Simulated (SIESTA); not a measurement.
The system is CdSe.

```
Cd Se
1.0
     0.00000    3.07027    3.07027
     3.07027    0.00000    3.07027
     3.07027    3.07027    0.00000
Cd Se
1 1
Direct
  0.00000 0.00000 0.00000
  0.25000 0.25000 0.25000
```

Measurements of this composition are mostly on another form, of space group No. 186.

Program: SIESTA 5.4.2. Alike in all runs: cell as given; smearing fermi-dirac 0.05 eV; grid cutoff 800 Ry.

Problem. Order these runs on this cell by their pressure, lowest first.
A. level LDA; potentials or basis PseudoDojo 0.4 standard (PBE files, fully relativistic), TZP (energy shift 0.002 Ry); spin non-collinear, zero start, SOC; k mesh 6 × 6 × 6; energy shift 0.002 Ry
B. level APBE; potentials or basis PseudoDojo 0.4 standard (PBE files), DZP (energy shift 0.002 Ry); spin off; k mesh 8 × 8 × 8; energy shift 0.002 Ry
C. level BP86; potentials or basis PseudoDojo 0.4 standard (PBE files, fully relativistic), DZP (energy shift 0.02 Ry); spin non-collinear, ferromagnetic start, SOC; k mesh 6 × 6 × 6; energy shift 0.02 Ry
D. level SOGGA; potentials or basis PseudoDojo 0.4 standard (PBEsol files), DZP (energy shift 0.002 Ry); spin off; k mesh 8 × 8 × 8; energy shift 0.002 Ry

Solution. C (-4.5 GPa), A (-3.0 GPa), D (-1.1 GPa), B (2.9 GPa).

Caveats: semicore shells carry a single zeta, which can move pressures by several GPa and volumes by a few percent; the potentials were made for another functional, which shifts forces and pressure; the basis of atomic orbitals isn't converged, which shifts pressures, moduli and gaps.

Runs at the PBE level aren't shown here.
